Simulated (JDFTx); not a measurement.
A run of JDFTx 1.7.0 (patched build):

The input AlNi3.in:

```
lattice \
    6.6576085555     0.0000000000     0.0000000000 \
    0.0000000000     6.6576085555     0.0000000000 \
    0.0000000000     0.0000000000     6.6576085555
coords-type Lattice
ion Ni     0.5000000000     0.5000000000     0.0000000000 1
ion Ni     0.5000000000     0.0000000000     0.5000000000 1
ion Ni     0.0000000000     0.5000000000     0.5000000000 1
ion Al     0.0000000000     0.0000000000     0.0000000000 1

ion-species pseudo/Ni.upf
ion-species pseudo/Al.upf
elec-cutoff 49 392
elec-ex-corr gga-PBE
kpoint-folding 4 4 4
elec-smearing Fermi 0.0018374661
elec-n-bands 39
spintype z-spin
initial-magnetic-moments Ni 1 1 1
elec-initial-magnetization 3 no
add-U Ni d 0.146997
electronic-SCF nIterations 100 energyDiffThreshold 1e-09
electronic-minimize nIterations 30 energyDiffThreshold 1e-7
converge-empty-states yes
forces-output-coords Cartesian

dump-name run.$VAR
dump End Ecomponents EigStats BandEigs Kpoints Forces Stress RhoAtom
```

Potentials or basis: PseudoDojo-SR-PBE-0.5-standard with smoothed tails.

Command:

```console
$ jdftx -c 1 -i AlNi3.in -o AlNi3.out
```

Hardware: 1 thread of Intel(R) Xeon(R) 6975P-C (Granite Rapids), on a shared host.

Q: Estimate the wall time of this run.

A: Wall time 2 min on 1 thread of Intel(R) Xeon(R) 6975P-C (Granite Rapids) (shared host), peak memory 0.24 GiB. Counts: scf iterations 15, bands 39, k points 10, plane waves 4829.
